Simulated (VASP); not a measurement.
# GaP: relaxation of cell and atoms with PBE

Crystal: GaP.

```
Ga P
1.0
     0.00000    2.72525    2.72525
     2.72525    0.00000    2.72525
     2.72525    2.72525    0.00000
Ga P
1 1
Direct
  0.00000 0.00000 0.00000
  0.75000 0.75000 0.75000
```

| Property | Result |
| --- | --- |
| Program | VASP 6.6.1 |
| Task | relaxation of cell and atoms |
| Functional | PBE |
| Potentials or basis | VASP PAW PBE potentials, release 64 (Ga_d, P) |
| Cutoff | 520 eV |
| k mesh | 8 × 8 × 8 |
| Occupations | gaussian, width 0.1 eV |
| Spin | no spin polarisation |
| Further INCAR settings | ALGO = Normal; EDIFF = 1e-06; IBRION = 2; EDIFFG = -0.01; NSW = 90; ISIF = 3 |

```json
{
 "Relaxed volume": "20.86 Å³/atom",
 "Relaxed cell": "a = 3.893 Å, b = 3.893 Å, c = 3.893 Å, α = 60.00°, β = 60.00°, γ = 60.00°",
 "Space group after relaxing (to 0.05 Å)": "F-43m (No. 216)",
 "Energy gained by relaxing": "4.7 meV/atom",
 "Ionic steps": "3",
 "Pressure after relaxing": "0.0 GPa",
 "Band gap on the k mesh": "1.58 eV, direct"
}
```

Step by step:
```tsv
step	energy change (eV)	largest force (eV/Å)	pressure (GPa)	volume (Å³)
1	0.0000	0.0000	2.43	40.48
2	-0.0074	0.0000	-1.06	42.31
3	-0.0093	0.0000	0.05	41.73
```

Final structure:
```xyz
2
Lattice="0.0000 2.7530 2.7530 2.7530 0.0000 2.7530 2.7530 2.7530 0.0000" Properties=species:S:1:pos:R:3 pbc="T T T"
Ga    0.0000    0.0000    0.0000
P     4.1294    4.1294    4.1294
```

Levels at points of the mesh, in eV from the valence-band top:
```
           k point  band 7  band 8  band 9  band 10  band 11  band 12
(0.00, 0.00, 0.00)    0.00    0.00    0.00     1.58     3.90     3.90
(0.50, 0.00, 0.00)   -6.46   -1.07   -1.07     1.58     4.73     4.73
(0.50, 0.50, 0.00)   -6.61   -2.58   -2.58     1.72     1.85    10.37
```

Run time: 24 s on 1 thread of Intel(R) Xeon(R) Platinum 8488C (Sapphire Rapids) (shared host), peak memory 0.18 GiB.

A k mesh can miss the band edges. PBE usually gives volumes a little too large and moduli too small.
